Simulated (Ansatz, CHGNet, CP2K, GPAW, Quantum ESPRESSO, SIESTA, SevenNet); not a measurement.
# Random rock-salt (Ni, Cu, Mn, Ca)O solid solution (64 atoms) in SIESTA

How do the settings of SIESTA change the result for random rock-salt (Ni, Cu, Mn, Ca)O solid solution (64 atoms)? A plane-wave run serves as the yardstick.

Program: SIESTA 5.4.2. Level of theory: the method is named at each step. Results are calculated unless marked as measured.

In doubt: a PseudoDojo file used here is known to give poor structures and forces (steps 2, 3), which bears on pressures, cells, forces and phonons.

### Step 1. The structure

The cell holds 64 atoms: 8 Ni, 32 O, 8 Mn, 8 Cu and 8 Ca. Its edges and angles: a = 8.842 Å, b = 8.842 Å, c = 8.842 Å, α = 90.0°, β = 90.0°, γ = 90.0°. Rock-salt lattice (a = 4.421 Å, the mean of the end members), 2 x 2 x 2 cells, metal sites filled at random with 8 Ni, 8 Cu, 8 Mn, 8 Ca; not relaxed, displaced by a Gaussian of 0.02 Å. Then every atom was moved at random, 0.05 Å r.m.s. a Cartesian component.

The yardstick, on the same geometry:

```
method                 : Kohn-Sham DFT, PBE, PAW, plane waves (Ansatz 0.2.0); cutoff 420 eV, Γ point, fermi-dirac smearing of 0.05 eV, spin polarised, started with 12 moments up and 12 down in a pattern of our own, ending at -14.0 μB in the cell; PAW set soft_2
r.m.s. force component : 1.016 eV/Å
longest force          : 4.731 eV/Å
pressure               : 2.087 GPa
SCF cycles             : 69
time                   : 49 s on 8 threads of Arm Neoverse V2, shared host
CPU time               : 6.2 min
```

### Step 2. PBE, DZP, shift 0.01 Ry, mesh 500 Ry

Method: Kohn-Sham DFT, PBE, PseudoDojo 0.4.1 norm-conserving pseudopotentials (converted to PSML), numerical atomic orbitals (DZP), diagonalisation.

The .psml files are PseudoDojo norm-conserving potentials that we converted to this format, checked against plane waves on the same files for H, C, O, Si, Ge and Ca alone.

File input.fdf:

```
SystemLabel cell
NumberOfAtoms 64
NumberOfSpecies 5
%block ChemicalSpeciesLabel
  1 28 Ni
  2 8 O
  3 25 Mn
  4 29 Cu
  5 20 Ca
%endblock ChemicalSpeciesLabel
LatticeConstant 1.0 Ang
%block LatticeVectors
  8.84200 0.00000 0.00000
  0.00000 8.84200 0.00000
  0.00000 0.00000 8.84200
%endblock LatticeVectors
PAO.BasisSize DZP
PAO.EnergyShift 0.01 Ry
XC.Functional GGA
XC.Authors PBE
MeshCutoff 500 Ry
%block kgrid_Monkhorst_Pack
  1 0 0 0.0
  0 1 0 0.0
  0 0 1 0.0
%endblock kgrid_Monkhorst_Pack
SolutionMethod diagon
OccupationFunction FD
ElectronicTemperature 580 K
SCF.Mixer.Method Pulay
SCF.Mixer.Weight 0.05
SCF.Mixer.History 8
SCF.Mix Hamiltonian
MaxSCFIterations 300
SCF.DM.Tolerance 1e-04
SCF.H.Tolerance 1.0e-3 eV
Spin polarized
%block DM.InitSpin
  1 2.0
  3 -4.5
  5 0.7
  9 -2.0
  11 0.7
  13 -0.7
  15 -2.0
  17 4.5
  19 -4.5
  21 0.7
  23 2.0
  29 -2.0
  31 -4.5
  35 0.7
  37 -4.5
  39 2.0
  41 -4.5
  43 -0.7
  49 2.0
  53 4.5
  55 0.7
  57 -4.5
  59 0.7
  61 -2.0
%endblock DM.InitSpin
WriteForces T
Write.HirshfeldPop T
Write.VoronoiPop T
Write.DM F
Write.H F
XML.Write F
AtomicCoordinatesFormat Fractional
%block AtomicCoordinatesAndAtomicSpecies
  0.99313 0.99047 0.00407 1
  0.25146 0.99641 0.00182 2
  0.00329 0.24198 0.25389 3
  0.25375 0.25156 0.25284 2
  0.25469 0.00882 0.25707 4
  0.00199 0.99159 0.25910 2
  0.24902 0.25353 0.01078 5
  0.00005 0.25131 0.99074 2
  0.00142 0.00205 0.49566 1
  0.26284 0.98515 0.49818 2
  0.99648 0.24583 0.73986 4
  0.25160 0.24374 0.74653 2
  0.24349 0.00543 0.74916 4
  0.00378 0.00438 0.74682 2
  0.24610 0.24624 0.50368 1
  0.01437 0.25359 0.50418 2
  0.00724 0.49621 0.99182 3
  0.24867 0.50376 0.00445 2
  0.00554 0.76015 0.25066 3
  0.25519 0.75143 0.24603 2
  0.25339 0.49094 0.25356 4
  0.00228 0.51649 0.25653 2
  0.25843 0.74659 0.00174 1
  0.99289 0.75393 0.99826 2
  0.99921 0.49587 0.50184 5
  0.24803 0.50412 0.50170 2
  0.01758 0.74922 0.75414 5
  0.24449 0.73775 0.74865 2
  0.24293 0.50533 0.74632 1
  0.00164 0.50650 0.75518 2
  0.25504 0.74845 0.49225 3
  0.99818 0.74613 0.51335 2
  0.50270 0.00339 0.01516 5
  0.75090 0.01516 0.00363 2
  0.50216 0.25167 0.24740 4
  0.75349 0.25171 0.25200 2
  0.75051 0.00546 0.26335 3
  0.50094 0.99088 0.23761 2
  0.75456 0.25493 0.00448 1
  0.49604 0.24209 0.99109 2
  0.50249 0.00236 0.50460 3
  0.74713 0.00696 0.50133 2
  0.49499 0.24894 0.74824 4
  0.74416 0.24833 0.74916 2
  0.75005 0.00010 0.75258 5
  0.49682 0.00858 0.74236 2
  0.74713 0.24655 0.49780 5
  0.50032 0.24305 0.49616 2
  0.49945 0.50091 0.00738 1
  0.75031 0.50400 0.99796 2
  0.49694 0.74653 0.24859 5
  0.75441 0.74141 0.25681 2
  0.75975 0.49147 0.24606 3
  0.49787 0.50530 0.26344 2
  0.75041 0.74160 0.00268 4
  0.49849 0.74357 0.99832 2
[... 4 atom lines left out ...]
  0.75074 0.50407 0.73715 1
  0.50882 0.49609 0.75242 2
  0.75742 0.74313 0.50674 5
  0.50132 0.75306 0.50706 2
%endblock AtomicCoordinatesAndAtomicSpecies
```

The run is started by

```sh
$ OMP_NUM_THREADS=1 mpirun -np 4 siesta < input.fdf > output.txt
```

Numbers of over 12 decimals in the logs are rounded to 6 here.

Output:

```text
Version         : 5.4.2
reinit: System Name:
reinit: System Label: cell
NOTE on units for spin output:
{S} is the spin magnetic moment, in units of the Bohr magneton,
assuming a g-factor for the electron spin of exactly 2.
The spin magnetic moment is then numerically equal to the charge inbalance,
in units of electrons, between the spin-up and -down channels.
initatom: Reading input for the pseudopotentials and atomic orbitals ----------
Species number:   1 Atomic number:   28 Label: Ni
Species number:   2 Atomic number:    8 Label: O
Species number:   3 Atomic number:   25 Label: Mn
Species number:   4 Atomic number:   29 Label: Cu
Species number:   5 Atomic number:   20 Label: Ca
Ground state valence configuration (from tables):   4s02  4p00  3d08  4f00
Ground state valence configuration (from tables):   2s02  2p04  3d00  4f00
Ground state valence configuration (from tables):   4s02  4p00  3d05  4f00
Ground state valence configuration (from tables):   4s01  4p00  3d10  4f00
Ground state valence configuration (from tables):   4s02  4p00  3d00  4f00
---- Processing specs for species: Ni
GGA--PBE XC_GGA_X_PBE--XC_GGA_C_PBE pb
Semicore shell(s) with  8 electrons included in the valence for Ni
---- Processing specs for species: O
GGA--PBE XC_GGA_X_PBE--XC_GGA_C_PBE pb
---- Processing specs for species: Mn
GGA--PBE XC_GGA_X_PBE--XC_GGA_C_PBE pb
Semicore shell(s) with  8 electrons included in the valence for Mn
---- Processing specs for species: Cu
GGA--PBE XC_GGA_X_PBE--XC_GGA_C_PBE pb
Semicore shell(s) with  8 electrons included in the valence for Cu
---- Processing specs for species: Ca
GGA--PBE XC_GGA_X_PBE--XC_GGA_C_PBE pb
Semicore shell(s) with  8 electrons included in the valence for Ca
Semicore shell(s): 3s 3p
Fallback to non-perturbative polarization scheme for Ni
Please see the manual if this is not desired in principle
Semicore shell(s): 3s 3p
Fallback to non-perturbative polarization scheme for Mn
[... lines left out ...]
Total number of electrons:   688.000000
[... lines left out ...]
stepf: Fermi-Dirac step function
        iscf     Eharris(eV)        E_KS(eV)     FreeEng(eV)     dDmax    Ef(eV) dHmax(eV)
[... lines left out ...]
   scf:    3  -122639.976078  -123656.568136  -123656.743469  1.448548 -1.368559 91.547219
     spin moment: {S} , |S| = {        0.0        0.0  -18.39990 }   -18.39990
   scf:    4  -123699.015223  -124006.792388  -124007.199717  1.259186 -1.815216 66.538218
[...]
scf:   81  -124294.313432  -124294.313497  -124294.612014  0.000058 -4.277466  0.001037
     spin moment: {S} , |S| = {        0.0        0.0  -15.17542 }   -15.17542
   scf:   82  -124294.313416  -124294.313456  -124294.612015  0.000046 -4.277472  0.000894
     spin moment: {S} , |S| = {        0.0        0.0  -15.17565 }   -15.17565
SCF Convergence by DM+H criterion
max |DM_out - DM_in|         :     0.0000457432
max |H_out - H_in|      (eV) :     0.0008935201
SCF cycle converged after 82 iterations
Using DM_out to compute the final energy and forces
siesta: E_KS(eV) =          -124294.3135
siesta: E_KS - E_eggbox =   -124294.3135
siesta: Atomic forces (eV/Ang):
     1    0.401078    0.520642   -0.275590
     2   -2.083981   -1.624015    0.194345
     3    0.517684    0.084771   -0.461431
[...]
63   -1.577181    1.819744   -1.489378
    64   -1.147674    0.013922    0.249190
----------------------------------------
   Tot    0.071326    0.042075    0.036988
----------------------------------------
   Max    6.163062
   Res    1.320559    sqrt( Sum f_i^2 / 3N )
----------------------------------------
   Max    6.163062    constrained
Stress tensor Voigt[x,y,z,yz,xz,xy] (kbar):      -36.90      -41.07      -56.70        3.07        1.61        6.26
(Free)E + p*V (eV/cell)  -124275.2440
Target enthalpy (eV/cell)  -124294.6120
siesta: Program's energy decomposition (eV):
siesta: Ebs     =    -20316.233415
siesta: Eions   =    163291.156722
siesta: Ena     =     14003.541772
siesta: Ekin    =     59551.491444
siesta: Enl     =    -16310.505718
siesta: DEna    =       709.119301
siesta: DUscf   =        52.132698
siesta: Ex      =    -17978.441357
siesta: Ec      =     -1030.494875
siesta: Exc     =    -19008.936232
siesta: Eharris =   -124294.313416
siesta: Etot    =   -124294.313456
siesta: FreeEng =   -124294.612015
siesta: Final energy (eV):
siesta:  Band Struct. =  -20316.233415
siesta:       Kinetic =   59551.491444
siesta:       Hartree =   38462.969418
siesta:         Exch. =  -17978.441357
siesta:         Corr. =   -1030.494875
siesta:   Exch.-corr. =  -19008.936232
siesta:  Ion-electron = -137552.176613
siesta:       Ion-ion =  -65747.661474
siesta:         Total = -124294.313456
siesta:         Fermi =      -4.277472
siesta: Stress tensor (static) (eV/Ang**3):
siesta:    -0.023034    0.003910    0.001004
siesta:     0.003909   -0.025632    0.001918
siesta:     0.001004    0.001918   -0.035387
siesta: Cell volume =        691.276084 Ang**3
siesta: Pressure (static):
siesta:                Solid            Molecule  Units
siesta:           0.00030515         -0.00029852  Ry/Bohr**3
siesta:           0.02801776         -0.02740922  eV/Ang**3
siesta:          44.88940473        -43.91441521  kBar
    Orbital volume contribution        =          28.860749 eV
    (Free)E + p_basis*V_orbitals       =     -124265.751266 eV
    (Free)Eharris+ p_basis*V_orbitals  =     -124265.751225 eV
Hirshfeld Atomic Populations:
Atom #   charge [q] valence [e]      Sz [e]  Species
     1     0.333368   17.666632    1.403668  Ni
     2    -0.363630    6.363630    0.187922  O
     3     0.377228   14.622772   -4.173749  Mn
     4    -0.371152    6.371152   -0.052420  O
     5     0.553460   18.446540    0.204545  Cu
     6    -0.270926    6.270926   -0.073871  O
     7     0.044435    9.955565    0.009235  Ca
[...]
9     0.332726   17.667274   -1.370011  Ni
[...]
11     0.579055   18.420945    0.344935  Cu
[...]
13     0.565875   18.434125    0.309439  Cu
[...]
15     0.292729   17.707271   -1.591232  Ni
[...]
17     0.363071   14.636929    4.323438  Mn
[...]
19     0.372020   14.627980   -4.179090  Mn
[...]
25     0.152284    9.847716   -0.039095  Ca
[...]
27     0.127670    9.872330   -0.001354  Ca
[...]
-------------------------------------------
 Total    -0.000036              -15.175648
Voronoi Atomic Populations:
Atom #   charge [q] valence [e]      Sz [e]  Species
[...]
49     0.425696   17.574304    1.485573  Ni
[...]
51     0.202449    9.797551   -0.002613  Ca
[...]
53     0.480391   14.519609    4.157562  Mn
[...]
55     0.654995   18.345005   -0.129149  Cu
[...]
57     0.498763   14.501237   -4.260131  Mn
[...]
59     0.655836   18.344164    0.363140  Cu
[...]
61     0.465284   17.534716   -1.507672  Ni
    62    -0.451781    6.451781    0.005376  O
    63     0.249229    9.750771   -0.002246  Ca
    64    -0.411007    6.411007   -0.091725  O
-------------------------------------------
 Total    -0.000035              -15.175648
```

It took 6.1 min on 4 MPI ranks of Arm Neoverse V2, shared host; peak memory 2 GiB; 24 min of CPU time.

Banners, paths, timers and routine set-up lines are dropped from the logs unmarked, and long logs keep their key lines alone; longer cuts are marked.

Numbers from this run, and their distance from the reference:

- r.m.s. force component: 1.321 eV/Å
- r.m.s. difference of force components: 370.3 meV/Å
- longest difference of force vectors: 2216 meV/Å
- force difference over r.m.s. force: 36.44 %
- slope of forces against the reference's: 1.278
- correlation of force components: 0.9834
- pressure: 4.489 GPa
- pressure difference: 2.402 GPa

This run lies far from the reference in forces at the same functional.

Length of the force difference by element (eV/Å):

```
element  atoms  mean  most
     Ca      8   1.0   2.2
     Cu      8  0.25  0.42
     Mn      8  0.36  0.55
     Ni      8  0.37  0.73
      O     32  0.49   1.8
```

A closer look about O38, which bears the longest force: 9 atoms, nearest first, numbered in the order of the input, with positions taken from that point.

```
atom      x      y      z  distance (Å)  bonds  Hirshfeld charge (e)     Fx     Fy  Fz (eV/Å)
 O38   0.00   0.00   0.00          0.00      6                 -0.39   0.93   1.78       6.16
Ca33   0.02   0.11  -1.97          1.97      6                  0.10  -0.30  -1.30      -5.65
Ca51  -0.04  -2.16   0.10          2.16      6                  0.11   1.16  -0.01       0.00
 Cu5  -2.18   0.16   0.17          2.19      6                  0.55   0.04  -0.58      -0.28
Mn37   2.21   0.13   0.23          2.22      6                  0.39  -0.10  -0.70      -1.66
Cu35   0.01   2.31   0.09          2.31      6                  0.53  -0.21   0.20      -0.03
Mn41   0.01   0.10   2.36          2.36      6                  0.38  -1.31   0.25       0.05
 O20  -2.17  -2.12   0.07          3.03      6                 -0.34  -2.77  -0.12       0.21
 O34   2.21   0.21  -2.07          3.03      6                 -0.34   2.10   0.05       2.06
```

Forces lie 36 % from the reference's, at 3.9 times its CPU time (on 4 against 8 cores); the SCF took 82 steps, which the time reflects.

### Step 3. PBE, SZ, shift 0.01 Ry, mesh 500 Ry

Method: Kohn-Sham DFT, PBE, PseudoDojo 0.4.1 norm-conserving pseudopotentials (converted to PSML), numerical atomic orbitals (SZ), diagonalisation.

Edit input.fdf of step 2 so:

```diff
@@ -16,3 +16,3 @@
 %endblock LatticeVectors
-PAO.BasisSize DZP
+PAO.BasisSize SZ
 PAO.EnergyShift 0.01 Ry
```

The run is started by

```sh
$ OMP_NUM_THREADS=1 siesta < input.fdf > output.txt
```

Output:

```text
Version         : 5.4.2
reinit: System Name:
reinit: System Label: cell
NOTE on units for spin output:
{S} is the spin magnetic moment, in units of the Bohr magneton,
assuming a g-factor for the electron spin of exactly 2.
The spin magnetic moment is then numerically equal to the charge inbalance,
in units of electrons, between the spin-up and -down channels.
initatom: Reading input for the pseudopotentials and atomic orbitals ----------
Species number:   1 Atomic number:   28 Label: Ni
Species number:   2 Atomic number:    8 Label: O
Species number:   3 Atomic number:   25 Label: Mn
Species number:   4 Atomic number:   29 Label: Cu
Species number:   5 Atomic number:   20 Label: Ca
Ground state valence configuration (from tables):   4s02  4p00  3d08  4f00
[... lines left out ...]
SCF Convergence by DM+H criterion
[... lines left out ...]
SCF cycle converged after 77 iterations
[... lines left out ...]
   Max    6.704299
[... lines left out ...]
   Max    6.704299    constrained
Stress tensor Voigt[x,y,z,yz,xz,xy] (kbar):       39.28       32.76        4.35        3.29        0.48        8.66
[... lines left out ...]
siesta: FreeEng =   -124121.151916
[... lines left out ...]
siesta:         Fermi =      -1.032353
[... lines left out ...]
siesta:         -25.46491634       -119.95164126  kBar
[... lines left out ...]
    (Free)E + p_basis*V_orbitals       =     -124107.334056 eV
    (Free)Eharris+ p_basis*V_orbitals  =     -124107.334048 eV
Hirshfeld Atomic Populations:
Atom #   charge [q] valence [e]      Sz [e]  Species
     1     0.457764   17.542236    1.167648  Ni
     2    -0.500375    6.500375    0.075595  O
     3     0.450796   14.549204   -3.875077  Mn
     4    -0.505622    6.505622   -0.071688  O
     5     0.561895   18.438105    0.015227  Cu
     6    -0.401516    6.401516   -0.080585  O
     7     0.388818    9.611182    0.013882  Ca
[...]
9     0.437564   17.562436   -1.104384  Ni
[...]
11     0.577125   18.422875    0.117745  Cu
[...]
13     0.573792   18.426208    0.019866  Cu
[...]
15     0.439785   17.560215   -1.387024  Ni
[...]
17     0.486948   14.513052    4.063500  Mn
[...]
19     0.480651   14.519349   -3.945012  Mn
[...]
25     0.474975    9.525025   -0.039101  Ca
[...]
27     0.456781    9.543219   -0.004627  Ca
[...]
-------------------------------------------
 Total    -0.000029              -14.330412
Voronoi Atomic Populations:
Atom #   charge [q] valence [e]      Sz [e]  Species
[...]
49     0.460552   17.539448    1.271061  Ni
[...]
51     0.301154    9.698846   -0.010038  Ca
[...]
53     0.398343   14.601657    3.911637  Mn
[...]
55     0.608016   18.391984   -0.015617  Cu
[...]
57     0.432528   14.567472   -4.038401  Mn
[...]
59     0.592362   18.407638    0.007758  Cu
[...]
61     0.462363   17.537637   -1.192924  Ni
    62    -0.422284    6.422284    0.003019  O
    63     0.353908    9.646092   -0.010116  Ca
    64    -0.406239    6.406239   -0.146565  O
-------------------------------------------
 Total    -0.000029              -14.330412
```

It took 5.5 min on 1 thread; peak memory 0.65 GiB.

Against the reference:

* r.m.s. force component: 1.497 eV/Å
* r.m.s. difference of force components: 551.4 meV/Å
* longest difference of force vectors: 2456 meV/Å
* force difference over r.m.s. force: 54.25 %
* slope of forces against the reference's: 1.438
* correlation of force components: 0.9761
* pressure: -2.546 GPa
* pressure difference: -4.633 GPa

This is a coarse setting, run to see what it loses.

Against the first run (36 %), the force difference from the reference is 54 %, at 0.22 times the CPU time (on 1 against 4 cores), with 408 basis functions against 944: the smaller basis costs accuracy.

### Step 4. Side by side

Differences are against the plane-wave reference, forces as r.m.s. over components; share is that over the reference's r.m.s. force, slope the least-squares factor from reference forces to these. Total energies of different programs have different zeros and aren't compared.

```
                                                run  Δ force, r.m.s. (meV/Å)  share (%)  slope  Δ pressure (GPa)  cores  CPU time  memory (GiB)
                                          reference                        -          -      -                 -      8   6.2 min           2.2
        SIESTA PBE, DZP, shift 0.01 Ry, mesh 500 Ry                      370       36.4  1.278              2.40      4    24 min           2.0
SIESTA PBE, SZ, shift 0.01 Ry, mesh 500 Ry (coarse)                      551       54.3  1.438             -4.63      1   5.5 min          0.65
```

Rows marked coarse were listed beforehand as settings not expected to be converged; some can still land near the reference.

CPU time is summed over cores on a shared host, where runs went side by side, so it is rough. Symmetry, cutoffs, thresholds, outputs and thread counts weren't matched or tuned between programs; memory under MPI is the largest rank's times the ranks.

### Step 5. What came out

| Quantity | Value |
| --- | --- |
| nearest in forces | SIESTA PBE, DZP, shift 0.01 Ry, mesh 500 Ry, 36 % |
| its CPU time | 24 min |

The PBE run in local orbitals, coarse settings apart, differs by 36 % (SIESTA PBE, DZP, shift 0.01 Ry, mesh 500 Ry); basis, grid and potentials can all enter. SIESTA PBE, DZP, shift 0.01 Ry, mesh 500 Ry needed 82 SCF steps, so its time overstates the method's usual cost. Runs with settings chosen to be coarse differ by 54 % (SIESTA PBE, SZ, shift 0.01 Ry, mesh 500 Ry), their programs' other errors included. None of the electronic-structure runs in the table takes under half the reference's CPU time of 6.2 min; they take 0.88 to 3.9 times as much. SIESTA PBE, SZ, shift 0.01 Ry, mesh 500 Ry stiffens the forces by a factor of 1.44 while following their directions (correlation 0.976); the slopes of the 2 SIESTA runs lie between 1.28 and 1.44. In pressure, SIESTA PBE, SZ, shift 0.01 Ry, mesh 500 Ry misses by -4.6 GPa, at the same functional. A potential file of the SIESTA runs is in doubt, which bears on their forces and pressure. In the spin-polarised runs the search for a state of lower energy was switched off. The run was spin polarised, started with 12 moments up and 12 down in a pattern of our own, ending at -14.0 μB in the cell; that starting order needn't be the real material's, and it bears on forces, charges and levels. The host structure and its lattice constant were typed by rule, without a check against the phase diagram. The reference's pressure of 2.1 GPa belongs to a cell and atoms that aren't relaxed at this level. Without a Hubbard term or exact exchange, open shells on Cu, Mn and Ni are likely too delocalised. The electronic-structure runs sample only Γ, in a cell whose shortest periodic width is 9 Å, which is coarse for a cell with partly filled levels.

[Also dropped from logs without a mark: logging warnings of Python, and SIESTA's first energy breakdown and zero terms.]

[Logs are printed without paths, hosts, clocks, repeated set-up lines and the standing remarks that a program may print on its own settings, such as how far it seeks lower states.]

[Hosts, paths, dates, database ids (printed as entryN), source tags and the programs' standing remarks are cut or masked in the printed files.]
